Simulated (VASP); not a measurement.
## Nb: relaxation of the atoms with RPBE

Nb, a slab with vacuum:

```
CELL_PARAMETERS angstrom
3.32790 0.00000 0.00000
0.00000 3.32790 0.00000
0.00000 0.00000 24.98370
ATOMIC_POSITIONS crystal
Nb 0.50000 0.50000 0.30020
Nb 0.00000 0.00000 0.36680
Nb 0.50000 0.50000 0.43340
Nb 0.00000 0.00000 0.50000
Nb 0.50000 0.50000 0.56660
Nb 0.00000 0.00000 0.63320
Nb 0.50000 0.50000 0.69980
```

The slab is cut from a database's or a generator's crystal, which needn't be the stable form of the element.

| Item | Value |
| --- | --- |
| Program | VASP 6.6.1 |
| Task | relaxation of the atoms |
| Functional | RPBE |
| Potentials or basis | VASP PAW PBE potentials, release 64 (Nb_sv) |
| Cutoff | 520 eV |
| k mesh | 6 × 6 × 1 |
| Occupations | fermi-dirac, width 0.05 eV |
| Spin | no spin polarisation |
| Dipole correction | yes |
| Atoms held fixed (from 0) | [0, 1, 2] |
| Further INCAR settings | ALGO = Normal; EDIFF = 1e-06; IBRION = 2; EDIFFG = -0.005; NSW = 60 |

```json
{"Energy gained by relaxing": "19.3 meV/atom", "Ionic steps": "16", "Band gap on the k mesh": "none (metal or under the smearing width)"}
```

Step by step:
| step | energy change (eV) | largest force (eV/Å) | pressure (GPa) |
| --- | --- | --- | --- |
| 1 | 0.0000 | 1.1440 | -2.96 |
| 2 | -0.0890 | 1.1276 | -2.65 |
| 3 | -0.1253 | 1.1150 | -2.21 |
| 4 | -0.1253 | 1.1164 | -2.23 |
| 5 | -0.1309 | 1.1199 | -2.15 |
| 6 | -0.1324 | 1.1235 | -2.08 |
| 7 | -0.1324 | 1.1234 | -2.08 |
| 8 | -0.1328 | 1.1234 | -2.07 |
| 9 | -0.1335 | 1.1243 | -2.04 |
| 10 | -0.1339 | 1.1273 | -1.99 |
| 11 | -0.1341 | 1.1271 | -1.97 |
| 12 | -0.1345 | 1.1266 | -1.93 |
| 13 | -0.1350 | 1.1273 | -1.84 |
| 14 | -0.1351 | 1.1280 | -1.81 |
| 15 | -0.1352 | 1.1280 | -1.80 |
| 16 | -0.1353 | 1.1277 | -1.80 |

Final structure:
```xyz
7
Lattice="3.3279 0.0000 0.0000 0.0000 3.3279 0.0000 0.0000 0.0000 24.9837" Properties=species:S:1:pos:R:3 pbc="T T T"
Nb    1.6640    1.6640    7.5000
Nb    0.0000    0.0000    9.1640
Nb    1.6640    1.6640   10.8279
Nb    0.0000    0.0000   12.4956
Nb    1.6640    1.6640   14.1757
Nb    0.0000    0.0000   15.8494
Nb    1.6640    1.6640   17.3054
```

Levels at points of the mesh, in eV from the Fermi level:
```csv
k point,band 43,band 44,band 45,band 46,band 47,band 48
"(0.00, 0.00, 0.00)",0.18,0.18,0.23,0.24,0.24,0.39
"(0.50, 0.00, 0.00)",-0.77,-0.12,-0.08,0.09,0.39,0.43
"(0.50, 0.50, 0.00)",-1.10,-0.34,-0.34,0.81,0.81,2.08
```

Run time: 24 min on 1 thread of Intel(R) Xeon(R) 6975P-C (Granite Rapids), with other jobs on the host, peak memory 0.47 GiB.

Caveat: the PAW data sets were made with another functional, which shifts forces and pressure a little.
